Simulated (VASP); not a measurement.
Set up this calculation in VASP 6.6.1, as the native input.

| Quantity | Value |
| --- | --- |
| Task | single point |
| Functional | PBEsol |
| Potentials or basis | VASP PAW PBE potentials, release 64 (Sn_d) |
| Cutoff | 520 eV |
| k mesh | 9 × 9 × 9 |
| Occupations | gaussian, width 0.1 eV |
| Spin | no spin polarisation |
| Further INCAR settings | ALGO = Normal; EDIFF = 1e-07; NBANDS = 21 |

The structure of Sn lies in POSCAR:

```
Sn
1.0
   -2.9401404553      2.9401404553      1.5993019889
    2.9401404553     -2.9401404553      1.5993019889
    2.9401404553      2.9401404553     -1.5993019889
Sn
2
Cartesian
    0.0000000000      0.0000000000      0.0000000000
    0.0000000000      2.9401404553      0.7996509944
```

The input as run:

INCAR

```
  PREC = Accurate
  ENCUT = 520
  EDIFF = 1E-7
  ISMEAR = 0
  SIGMA = 0.1
  LREAL = False
  LASPH = True
  NELM = 60
  ALGO = Normal
  ISIF = 2
  LWAVE = False
  LCHARG = True
  GGA = PS
  LELF = True
  LVHAR = True
  NBANDS = 21
```

KPOINTS

```
Automatic mesh
0
Gamma
  9 9 9
```

Potentials or basis: VASP PAW PBE potentials, release 64 (Sn_d).

Run with:

```console
$ cat potpaw_PBE.64/Sn_d/POTCAR > POTCAR
$ mpirun -np 1 vasp_std > vasp.out
```

Results of the run:

The pressure is -1.5 GPa and the band gap on the k mesh is none (metal or under the smearing width).

Caveat: the PAW data sets were made with another functional, which shifts forces and pressure a little.

Run time: 30 s on 1 thread of Intel(R) Xeon(R) 6975P-C (Granite Rapids), with other jobs on the host, peak memory 0.23 GiB.
